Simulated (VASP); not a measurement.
A run of VASP 6.6.1 is set up as follows.

Contents of INCAR:

```
SYSTEM = MgI2
ALGO     = Normal         ! electronic algorithm
DIPOL    = 0.5 0.5 0.301
EDIFF    = 1E-6           ! SCF threshold, eV
ENCUT    = 520            ! plane-wave cutoff, eV
GGA      = PE             ! functional
IDIPOL   = 3            
ISIF     = 2              ! what is computed and relaxed
ISMEAR   = 0              ! smearing method
LASPH    = .TRUE.         ! aspherical terms in the spheres
LCHARG   = .FALSE.        ! write CHGCAR
LDIPOL   = .TRUE.       
LREAL    = .FALSE.        ! projectors in reciprocal space
LWAVE    = .FALSE.        ! write WAVECAR
NBANDS   = 15             ! bands
NELM     = 100            ! most SCF steps
PREC     = Accurate       ! precision mode
SIGMA    = 0.02           ! smearing width, eV
```

KPOINTS

```
k-points
0
G
  6 6 1
  0 0 0
```

File POSCAR:

```
MgI2
1.0
    4.4018165379      0.0000000000      0.0000000000
    0.0000000000      4.4018165379      0.0000000000
    0.0000000000      0.0000000000     29.9345180800
Mg I
1 2
Direct
    0.5000000000      0.5000000000      0.3006562516
    0.0000000000      0.5000000000      0.3568091179
    0.5000000000      0.0000000000      0.2445033853
```

Potentials or basis: VASP PAW PBE potentials, release 64 (Mg, I).

Run with:

```bash
$ cat potpaw_PBE.64/Mg/POTCAR potpaw_PBE.64/I/POTCAR > POTCAR
$ mpirun -np 1 vasp_std > vasp.out
```

**Question.** Estimate the band gap on the k mesh.

**Answer.** 3.56 eV, indirect (least direct gap 3.71 eV).

**Question.** Predict the largest force.

**Answer.** 0.003 eV/Å.

Forces in eV/Å, atoms in the order of the input:
```
Mg   0.000  0.000  0.000
I    0.000  0.000 -0.003
I    0.000  0.000  0.003
```

Caveat: spin-orbit coupling is left out, which moves the levels of the heavy elements.
